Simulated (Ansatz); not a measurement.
BaTe:

```xyz
2
Lattice="0.0000 3.4100 3.4100 3.4100 0.0000 3.4100 3.4100 3.4100 0.0000" Properties=species:S:1:pos:R:3 pbc="T T T"
Ba    0.0000    0.0000    0.0000
Te    3.4100    3.4100    3.4100
```

A run of Ansatz 0.2.0 on this cell left the log below. Logs are shortened: lines on timing, memory, paths and dates and some standing lists are left out, and cuts for length are marked.

```text
Warning: RAYON_NUM_THREADS=1 ignored (pool sized by the plan → 1); use --threads N
LAPW: plane waves up to 6.214 Å⁻¹, error target 1.0e-3 eV per atom; small_component_spin mean_spin; Te in spheres of 1.686 Å, 24 of its electrons in bands, Dirac shells []; Ba in spheres of 1.622 Å, 28 of its electrons in bands, Dirac shells [] (how accurate: hamiltonian.pseudopotentials.lapw.basis_error, Limitations)
Engine: ansatz 0.2.0, x86_64-unknown-linux-gnu
Pseudopotentials: kind: all_electron
Pseudopotential: Ba, LAPW, valence charge 28, lapw/all_electron/scalar/gaussian/Ba, Koelling and Harmon's equation, gaussian nucleus
Pseudopotential: Te, LAPW, valence charge 24, lapw/all_electron/scalar/gaussian/Te, Koelling and Harmon's equation, gaussian nucleus
Functional definition: PBE
  parameter kappa = 0.804
  parameter beta = 0.06672455060314922
  exchange = pbe_x(kappa = kappa, mu = beta*pi^2/3)
  correlation = pbe_c(beta = beta)
Crystal: 2 atoms, lattice volume = 79.304 Å³
Basis set: ecut = 147.1083009641859 eV, 331 PW (Γ), exchange–correlation at level 2
Bands: 32, of which v1, the nominal top of the filled ones, is band 26 counted from 1 (25 counted from 0)
Symmetry: 48 space group operations
k-points: 20 of 343
Non-local potential: Ba, projectors of the file, none
Non-local potential: Te, projectors of the file, none
Initial density: superposition of atomic densities (chi_scale 0.1, normalization cell, long waves kept (reshape's long-wave potential 0.00 eV rms))
Initial wavefunctions: plane waves of lowest kinetic energy (no species holds an atomic orbital)
Functional: x = pbe(κ = 0.804, μ = 0.2195149727645171), c = pbe(β = 0.06672455060314922)
[... 44 lines left out ...]
  E_band       = -3303.803399
  E_kinetic    = 431140.298224
  E_xc         = -10187.332815
  E_electrostatic = -827213.159612  (all electrons and nuclei)
  E_smearing   = -0.000000  (= −TS)
  E_closure    = 0.000000  (closes the sum)
  E_atoms      = -406251.635858  (free atoms, spherical and without spin; not in F)
  Σ components = -406260.194203   (vs F -406260.194203, Δ=0.00e0)
  Basis errors (estimates in eV, not in F): energy 4.5e-4 per atom: plane waves 4.1e-4 (2.2e-4 summed), levels above the bands 1.1e-50, relativity 3.3e-8, radial functions 4.1e-5, core shells 6.0e-12; eigenvalues (radial functions only) 6.9e-7; not estimated: angular momenta, meshes, grids; target (lapw.basis_error) 1.0e-3; muffin-tin radii Te 1.686 Å, Ba 1.622 Å
--- Forces (eV/Å), atoms counted from 1 ---
  atom   1  Ba    -0.00000000     0.00000000    -0.00000000
  atom   2  Te     0.00000000    -0.00000000    -0.00000000
  max |Σ_I F_I| component: 3.62e-31 eV/Å
--- Band table (eV; the first three rows and the last of 20) ---
  k-point 0: bands = ["-227.0211", "-164.1412", "-164.1412", "-164.1412", "-148.0058", "-98.0449", "-98.0449", "-98.0449", "-72.9257", "-72.9257", "-72.9257", "-72.9177", "-72.9177", "-25.3937", "-25.3937", "-25.3822", "-25.3822", "-25.3822", "-17.1442", "-2.3210", "-2.3210", "-2.3210", "-0.1052", "9.5529", "9.5529", "9.5529", "12.5167", "12.5167", "12.5167", "12.8667", "13.2212", "13.2212"]
  k-point 1: bands = ["-227.0211", "-164.1412", "-164.1412", "-164.1412", "-148.0058", "-98.0449", "-98.0449", "-98.0449", "-72.9257", "-72.9257", "-72.9257", "-72.9177", "-72.9177", "-25.3937", "-25.3937", "-25.3822", "-25.3822", "-25.3822", "-17.1403", "-2.4667", "-2.3233", "-2.3233", "0.1032", "8.8911", "9.2322", "9.2322", "12.5543", "12.7809", "12.7809", "13.7123", "13.8300", "13.8300"]
  k-point 2: bands = ["-227.0211", "-164.1412", "-164.1412", "-164.1412", "-148.0058", "-98.0449", "-98.0449", "-98.0449", "-72.9257", "-72.9257", "-72.9257", "-72.9177", "-72.9177", "-25.3938", "-25.3938", "-25.3822", "-25.3821", "-25.3821", "-17.1316", "-2.7333", "-2.3283", "-2.3283", "0.5220", "7.8850", "8.7028", "8.7028", "12.8150", "13.4816", "13.4816", "15.1521", "15.2361", "15.2361"]
  k-point 19: bands = ["-227.0211", "-164.1412", "-164.1412", "-164.1412", "-148.0058", "-98.0449", "-98.0449", "-98.0449", "-72.9257", "-72.9257", "-72.9257", "-72.9177", "-72.9177", "-25.3941", "-25.3937", "-25.3821", "-25.3820", "-25.3819", "-17.1165", "-2.6256", "-2.5367", "-2.4375", "0.4477", "8.1089", "8.5936", "8.6522", "12.7305", "13.6059", "14.8704", "15.2147", "15.4528", "17.3351"]
--- Phonons: 2 displaced members + reference (amplitude 0.01 Å, Σ member SCF iterations 12) ---
  symmetry images taken by strict's conditions (phonons.symmetry_images: auto; settled by no image being taken that strict refuses)
  ASR residual: 7.316e-4 → 0.000e0 eV/Å²; symmetrization residual: 3.205e-5 eV/Å²
  largest component of a force at the reference: 6.9e-31 eV/Å
  ASR residual per site (eV/Å²): 2.90e-4 7.32e-4
  Γ frequencies (cm⁻¹): 0.00 0.00 0.00 109.60 109.60 109.60
  density of states and harmonic sums: on the 16×16×16 q-mesh, interpolated from the force constants of a 1×1×1 supercell (no non-analytic term)
  largest difference from the sums on the solved wave vectors: F 6.87e-1 eV, S 9.46e-4 and C_V 2.58e-4 eV/K
  zero-point energy: 0.028093 eV/cell   skipped modes (ω ≤ 0): 3   left out of the sums: 1.22e-4 of the cell's modes: C_V's classical limit lies that fraction below 3 k_B per atom; for a crystal, a wire or a layer, F and S can be off by more, and a phonons.interpolated_qmesh denser along its periods is the remedy for the sampling
```

**Question.** Write the input and the command behind it.

**Answer.** Phonons with PBE, no spin polarisation. The files as run (others can give the same):

input.yaml
```yaml
crystal:
  lattice:
    - [0.0, 3.41, 3.41]
    - [3.41, 0.0, 3.41]
    - [3.41, 3.41, 0.0]
  atoms:
    - { symbol: Ba, position: [0.0, 0.0, 0.0] }
    - { symbol: Te, position: [0.5, 0.5, 0.5] }
kpoints:
  mp_grid: { grid: [7, 7, 7] }
scf:
  occupations: { method: fermi_dirac, width: 0.05 }
hamiltonian:
  xc: pbe
  pseudopotentials: { kind: all_electron, lapw: { basis_error: 0.001 } }
output: {}
phonons:
  method: fd
  supercell: [1, 1, 1]
```

Potentials or basis: all-electron LAPW, scalar-relativistic.
Launch:
```console
$ ansatz run input.yaml --threads 1 --pin off --max-ram 3072MiB --backend cpu --events-out ev --progress --plain --runs-dir out
```

Caveat: spin-orbit coupling is left out, which moves the levels of the heavy elements; an odd mesh through Γ misses points on the zone boundary, where band edges often lie.
